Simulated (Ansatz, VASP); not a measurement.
## Two plane-wave programs on TePb

```xyz
2
Lattice="0.0000 3.3420 3.2678 3.3420 0.0000 3.2678 3.3420 3.3420 0.0000" Properties=species:S:1:pos:R:3 pbc="T T T"
Pb    0.0000    0.0000    0.0000
Te    3.3420    3.3420    3.2678
```

Change from the starting cell: biaxial_xy strain +2.3%.

Alike in both runs: task single point; functional r2SCAN; k mesh 8 × 8 × 8; no spin polarisation.

|  | VASP | Ansatz |
| --- | --- | --- |
| version | VASP 6.6.1 | Ansatz 0.2.0 |
| potentials or method | VASP PAW PBE potentials, release 64 (Pb_d, Te) | plane waves, PAW |
| plane-wave cutoff (eV) | 520 | 500 |
| occupations | gaussian, width 0.01 eV | fixed |
| valence electrons in the cell | 20 | 30 |

Ansatz gave:

| Item | Value |
| --- | --- |
| gap on the k mesh at the Fermi level (eV) | 1.15 |
| pressure (GPa) | -1.7 |
| largest component of the traceless stress (GPa) | 1.36 |

Q: Which values does VASP return?

A: gap on the k mesh at the Fermi level (eV): 1.15; pressure (GPa): -1.7; largest component of the traceless stress (GPa): 1.37.

The two sets of potentials don't hold the same shells in valence.

Caveats: the PAW data sets were made with another functional, which shifts forces and pressure a little (VASP); spin-orbit coupling is left out, which as a rule narrows the gap of such compounds by several tenths of an eV. A k mesh can miss the band edges.
